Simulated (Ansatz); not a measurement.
From three elastic constants to directional properties of SiC

Theory: Ansatz, DFT LDA, scalar-relativistic, plane waves, PAW. Plane waves to 420 eV; Γ-centred k mesh 8×8×8; fixed occupations. No spin polarisation.

The cell is fixed (symmetry leaves no force on the atoms) and stands under 0.2 GPa:
```cif
data_structure
_symmetry_space_group_name_H-M 'P 1'
_symmetry_Int_Tables_number 1
_cell_length_a 3.0604
_cell_length_b 3.0604
_cell_length_c 3.0604
_cell_angle_alpha 60.000
_cell_angle_beta 60.000
_cell_angle_gamma 60.000
_cell_volume 20.27
loop_
_atom_site_label
_atom_site_type_symbol
_atom_site_fract_x
_atom_site_fract_y
_atom_site_fract_z
_atom_site_occupancy
C1 C 0.00000 0.00000 0.00000 1
Si1 Si 0.25000 0.25000 0.25000 1
```

The cell is the ideal cubic zincblende prototype.

With ions relaxed, on the cubic axes: C11 = 403.7, C12 = 143.3, C44 = 252.3 GPa. The density is 3.285 g/cm³.

Question: Is the crystal stable against strain, and how anisotropic is it?

Answer: Born's conditions hold: C11 + 2C12 = 690.3, C11 − C12 = 260.5 and C44 = 252.3 GPa are all positive. B = (C11 + 2C12)/3 = 230.1 GPa. The two shear moduli are C44 and C′ = (C11 − C12)/2 = 130.2 GPa, so Zener's ratio is A = C44/C′ = 1.94: the tetragonal shear C′ is the soft one, as in many fcc and bcc metals and zincblende crystals. The Cauchy pressure C12 − C44 is -109.0 GPa; it would vanish for pair forces between atoms on inversion centres at zero pressure, and a negative value is usual with directional bonding, though many-body forces give one in some ionic oxides too.

Question: Give the sound speeds along the three symmetry directions.

Answer: The Christoffel equation gives ρv² for each branch:
```tsv
direction	branch	ρv²	GPa	v (m/s)
[100]	L	C11	403.7	11086
[100]	T (×2)	C44	252.3	8763
[110]	L	(C11 + C12 + 2C44)/2	525.8	12651
[110]	T, u ∥ [001]	C44	252.3	8763
[110]	T, u ∥ [1-10]	(C11 − C12)/2	130.2	6296
[111]	L	(C11 + 2C12 + 4C44)/3	566.4	13131
[111]	T (×2)	(C11 − C12 + C44)/3	170.9	7213
```

In a piezoelectric crystal some branches stiffen further, which is left out.

Question: How does Young's modulus depend on direction?

Answer: Inverting gives S11 = 3.043, S12 = -0.797, S44 = 3.964 TPa⁻¹. Along a unit vector (l, m, n), 1/E = S11 − 2(S11 − S12 − S44/2)(l²m² + m²n² + n²l²), where the last bracket is 0, 1/4 and 1/3 for [100], [110] and [111]: E = 329, 473 and 554 GPa. With A > 1 the body diagonal is stiffest. For a film on (001), the biaxial modulus is C11 + C12 − 2C12²/C11 = 445 GPa and the normal strain is −2C12/C11 = -0.71 times the in-plane one.

Cost: 2 runs of about 0.67 core-minutes in all, on Oxide Virtual Turin-like Processor (Zen 5) (shared hosts).

The elastic response of cubic SiC is stiff but clearly anisotropic, and the anisotropy follows from its tetrahedral sp³ bonding. The tetragonal shear C′ leaves all the Si–C bond lengths unchanged to first order and is resisted mainly by bond-angle bending, which costs less than stretching. The C44 shear does change bond lengths, although the internal displacement of the two sublattices relieves part of that strain. Young's modulus is therefore largest along [111], where one bond in four lies along the load, and smallest along [100], where all four are equally inclined and can rotate towards the axis. The same soft shear gives the slowest sound wave, the [110] transverse branch at 6296 m/s. The large bulk modulus reflects short, strong, partly polar covalent bonds, which uniform compression must shorten directly. The positive elastic moduli establish stability against small homogeneous strains only, not against finite-wavelength phonons or relative to the hexagonal polytypes, which differ in the stacking of the same tetrahedra.
